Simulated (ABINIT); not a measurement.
Al2Pt:

```
Pt Al
1.0
     0.00000    2.95500    2.95500
     2.95500    0.00000    2.95500
     2.95500    2.95500    0.00000
Pt Al
1 2
Direct
  0.00000 0.00000 0.00000
  0.75000 0.75000 0.75000
  0.25000 0.25000 0.25000
```

Base run:

- Program: ABINIT 10.8.3 (patched build)
- Functional: PBE
- Potentials or basis: JTH PAW PBE v2.0
- Cutoff: 435 eV
- k mesh: 8 × 8 × 8
- Occupations: fermi-dirac, width 0.05 eV
- Spin: no spin polarisation

Its results: band gap on the k mesh none (metal or under the smearing width); pressure 2.4 GPa.

Q: The run is repeated on the same cell with these changes: spin from no spin polarisation to spin-orbit coupling, no magnetisation. What comes out?

A: Band gap on the k mesh none (metal or under the smearing width); pressure 1.9 GPa.

Caveats: spin-orbit coupling is left out, which moves the levels of the heavy elements (some runs).
